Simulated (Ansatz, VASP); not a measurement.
# Rb: VASP beside Ansatz

```
Rb
1.0
    -2.76237    2.76237    2.76237
     2.76237   -2.76237    2.76237
     2.76237    2.76237   -2.76237
Rb
1
Direct
  0.00000 0.00000 0.00000
```

Alike in both runs: task single point; functional PBEsol; k mesh 10 × 10 × 10; occupations gaussian, width 0.1 eV; no spin polarisation.

|  | VASP | Ansatz |
| --- | --- | --- |
| version | VASP 6.6.1 | Ansatz 0.2.0 |
| potentials or method | VASP PAW PBE potentials, release 64 (Rb_sv) | scalar-relativistic, plane waves, PAW |
| plane-wave cutoff (eV) | 520 | 420 |
| valence electrons in the cell | 9 | 9 |

```tsv
	VASP	Ansatz	Ansatz less VASP
gap on the k mesh at the Fermi level (eV)	none	none	-
pressure (GPa)	0.1	0.1	0.00
```

A gap of «none» marks a metal or a gap that the smearing closes.

Caveats: the PAW data sets were made with another functional, which shifts forces and pressure a little (VASP).
